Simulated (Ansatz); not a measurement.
A nudged elastic band was laid between two geometries of a periodic cell of 17 atoms, Si (host Si, host structure diamond, interstitial Si).

Level of theory: Ansatz, DFT PBEsol, scalar-relativistic, plane waves, PAW. Settings: PAW set soft_1, cutoff 420 eV, k mesh 2x2x2, gaussian smearing 0.05 eV, no spin polarisation.

* movable images: 5
* climbing image: yes
* spring: 5.0 eV/Å²
* optimiser: quadratic models (default)
* start path: straight line
* force threshold: 0.03 eV/Å
* iteration limit: 52
* end points: relaxed

First end point:

```xyz
17
Lattice="0.0000 5.4300 5.4300 5.4300 0.0000 5.4300 5.4300 5.4300 0.0000" Properties=species:S:1:pos:R:3
Si -0.033 -0.002 -0.002
Si 1.340 1.376 1.376
Si 2.718 2.748 -0.002
Si 4.077 4.068 1.361
Si 2.718 -0.003 2.748
Si 4.078 1.361 4.068
Si 5.430 2.715 2.715
Si 6.785 4.067 4.068
Si 0.006 2.711 2.712
Si 1.336 4.048 4.049
Si 2.716 5.430 2.681
Si 4.099 6.810 4.048
Si 2.717 2.681 5.431
Si 4.100 4.047 6.811
Si 5.466 5.429 5.430
Si 6.784 6.792 6.793
Si 2.721 5.426 5.427
```

Last end point:

```xyz
17
Lattice="0.0000 5.4300 5.4300 5.4300 0.0000 5.4300 5.4300 5.4300 0.0000" Properties=species:S:1:pos:R:3
Si 0.001 0.004 0.007
Si 1.357 1.357 1.358
Si 2.709 2.711 0.005
Si 4.068 4.074 1.326
Si 2.708 0.003 2.713
Si 4.067 1.324 4.077
Si 5.446 2.696 2.698
Si 6.819 4.073 4.075
Si 0.002 2.708 2.711
Si 1.319 4.071 4.074
Si 2.686 5.454 2.693
Si 4.070 6.820 4.073
Si 2.685 2.690 5.457
Si 4.069 4.070 6.823
Si 5.449 5.452 5.455
Si 6.778 6.789 6.793
Si 4.062 4.074 4.079
```

(1) What changes between the two ends?

(2) What energy profile does the band end with?

(3) What is the geometry of the highest image?

Answers

(1) Contacts lost: Si2–Si17. Contacts made: Si7–Si17. The atom that moves furthest is Si17, by 2.33 Å.

(2) The run converged. The highest image is number 3 of 0 to 6, 0.299 eV above the ends, which have the same energy within 2 meV. By the program's own check the climbing image is of a kind that is not told: the force calls were inconclusive, a negative curvature could not be distinguished from the path's own, the only one lies far off the path, or fixed occupations may fill a level only in part (lowest curvatures found: -0.22 and 0.25 eV/Å²). Limits of this set-up: coarse k mesh, PAW files made for another functional.

```csv
image,path coordinate (Å),energy (eV),Si2–Si17 (Å),Si7–Si17 (Å)
0,0.00,0.000,2.39,4.69
1,0.58,0.115,2.45,4.23
2,1.15,0.262,2.61,3.74
3,1.72,0.299,3.12,3.12
4,2.29,0.262,3.73,2.61
5,2.87,0.117,4.22,2.45
6,3.45,0.000,4.69,2.39
```

(3) 
```xyz
17
Lattice="0.0000 5.4300 5.4300 5.4300 0.0000 5.4300 5.4300 5.4300 0.0000" Properties=species:S:1:pos:R:3
Si -0.023 -0.074 -0.072
Si 1.594 1.119 1.121
Si 2.787 2.736 -0.072
Si 3.999 4.145 1.337
Si 2.787 -0.074 2.738
Si 3.999 1.335 4.146
Si 5.192 2.951 2.952
Si 6.808 4.145 4.146
Si 0.219 2.494 2.495
Si 1.254 3.974 3.976
Si 2.617 5.527 2.613
Si 4.169 6.890 3.976
Si 2.617 2.611 5.528
Si 4.169 3.974 6.891
Si 5.532 5.527 5.528
Si 6.567 7.007 7.008
Si 3.392 4.751 4.753
```

The run took 6.9 min on 1 thread of Arm Neoverse V2, on a shared host, peak memory 0.81 GiB.
